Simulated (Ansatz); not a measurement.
## C under changes of volume

One of the cells (5.672 Å³/atom); the others are scaled copies at fixed shape and fractional positions:

```xyz
2
Lattice="0.0000 1.7834 1.7834 1.7834 0.0000 1.7834 1.7834 1.7834 0.0000" Properties=species:S:1:pos:R:3 pbc="T T T"
C     2.6751    2.6751    2.6751
C     1.7834    1.7834    1.7834
```

This isn't the form of C at room conditions, which is graphite.

```yaml
Program: Ansatz 0.2.0
Functional: PBEsol
Potentials_or_basis: all-electron LAPW, scalar-relativistic
Cutoff: 490 eV (chosen from the basis error)
Basis_error_allowed: 0.0005 eV/atom
k_mesh: 13 × 13 × 13
Occupations: fermi-dirac, width 0.05 eV
Spin: no spin polarisation
```

| volume (Å³/atom) | energy over the lowest point (meV/atom) | pressure (GPa) | gap on the mesh (eV) |
| --- | --- | --- | --- |
| 5.332 | 20.44 | 25.2 | 4.16 |
| 5.445 | 6.52 | 14.3 | 4.11 |
| 5.558 | 0.00 | 4.3 | 4.06 |
| 5.672 | 0.22 | -4.8 | 4.02 |
| 5.785 | 6.57 | -13.0 | 3.97 |
| 5.899 | 18.51 | -20.6 | 3.93 |
| 6.012 | ? | ? | ? |

**Question.** What does the run at 6.012 Å³/atom give?

**Answer.** Energy over the lowest point 35.52 meV/atom; pressure -27.4 GPa; gap on the mesh 3.89 eV.

Worked out: A Birch-Murnaghan fit of order 3 (a polynomial in V^(-2/3)) to the other rows has its minimum at 5.61 Å³/atom with B0 = V·E''(V) = 451 GPa and B' = 3.9. It gives 35.37 meV/atom at 6.012 Å³/atom, against the run's 35.52, and -dE/dV = -27.2 GPa, against -27.4. A straight line through the other rows of the gap, of slope -2.28 eV per unit of ln V, extrapolates to 3.88 eV, against the run's 3.89.

Energies are extrapolated to zero smearing.

Caveats: an odd mesh through Γ misses points on the zone boundary, where band edges often lie.
